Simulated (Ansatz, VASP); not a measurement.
**Two plane-wave programs on As**

```
As
1.0
     0.00000    3.17326    3.17326
     3.17326    0.00000    3.17326
     3.17326    3.17326    0.00000
As
2
Direct
  0.12500 0.12500 0.12500
  0.87500 0.87500 0.87500
```

Alike in both runs: task single point; functional BLYP; k mesh 10 × 10 × 10; occupations fermi-dirac, width 0.1 eV; no spin polarisation.

|  | VASP | Ansatz |
| --- | --- | --- |
| version | VASP 6.6.1 | Ansatz 0.2.0 |
| potentials or method | VASP PAW PBE potentials, release 64 (As) | plane waves (420 eV) with PAW, scalar-relativistic |
| plane-wave cutoff (eV) | 520 | 420 |
| valence electrons in the cell | 10 | 30 |

Ansatz gave:

* pressure (GPa): -1.6

**Question.** Estimate VASP's values.

**Answer.** Pressure (GPa): -1.4.

The functional is the same, so the differences come from potentials, cutoffs and numerics. The two sets of potentials don't hold the same shells in valence.

Caveats: the PAW data sets were made with another functional, which shifts forces and pressure a little (VASP).
